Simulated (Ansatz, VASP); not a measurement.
Given: the input of a run of Ansatz 0.2.0 on AgI.

The input input.yaml:

```yaml
crystal:
  lattice:
    - [0.0, 3.2365, 3.2365]
    - [3.2365, 0.0, 3.2365]
    - [3.2365, 3.2365, 0.0]
  atoms:
    - { symbol: I, position: [0.75, 0.75, 0.75] }
    - { symbol: Ag, position: [0.0, 0.0, 0.0] }
hamiltonian:
  xc: pbesol
  pseudopotentials: { kind: paw }
kpoints:
  mp_grid: { grid: [7, 7, 7] }
scf:
  occupations: { method: fermi_dirac, width: 0.05 }
output:
  forces: true
  stress: true
  eigenvalues: true
```

Potentials or basis: Ansatz PAW.

Run with:

```bash
$ ansatz run input.yaml --threads 1 --pin off --max-ram 3584MiB --backend cpu --events-out ev --progress --plain --runs-dir out
```

Q: Translate it to VASP 6.6.1. Potentials there: VASP PAW PBE potentials, release 64 (I, Ag).

A: As run (the cutoff follows the program's own potentials):

The input INCAR:

```
ALGO = Normal
EDIFF = 1E-7
ENCUT = 520
GGA = PS
ISIF = 2
ISMEAR = -1
LASPH = True
LCHARG = False
LREAL = False
LWAVE = False
NBANDS = 16
NELM = 100
PREC = Accurate
SIGMA = 0.05
```

File KPOINTS:

```
k-points
0
Gamma
  7 7 7
```

File POSCAR:

```
AgI
1.0
    0.0000000000      3.2365000000      3.2365000000
    3.2365000000      0.0000000000      3.2365000000
    3.2365000000      3.2365000000      0.0000000000
I Ag
1 1
Direct
    0.7500000000      0.7500000000      0.7500000000
    0.0000000000      0.0000000000      0.0000000000
```

Potentials or basis: VASP PAW PBE potentials, release 64 (I, Ag).

Command:

```console
$ cat potpaw_PBE.64/I/POTCAR potpaw_PBE.64/Ag/POTCAR > POTCAR
$ mpirun -np 1 vasp_std > vasp.out
```

Both were run:

|  | VASP | Ansatz | Ansatz less VASP |
| --- | --- | --- | --- |
| gap on the k mesh at the Fermi level (eV) | 1.20 | 1.20 | -0.003 |
| least direct gap on the mesh (eV) | 1.20 | 1.20 | -0.003 |
| pressure (GPa) | -0.4 | -0.3 | +0.04 |

The functional is the same, so the differences come from potentials, cutoffs and numerics. The two sets of potentials don't hold the same shells in valence.

Caveats: spin-orbit coupling is left out, which moves the levels of the heavy elements; the PAW data sets were made with another functional, which shifts forces and pressure a little (VASP); odd divisions of the mesh miss points on the zone boundary, where band edges often lie, so the gap on the mesh can be too wide (Ansatz); the PAW data sets come from PBE, with cores solved anew for the run's functional, which leaves a small shift of forces and pressure (Ansatz). Expect the measured gap to be larger: semilocal functionals such as PBEsol lack the derivative discontinuity.
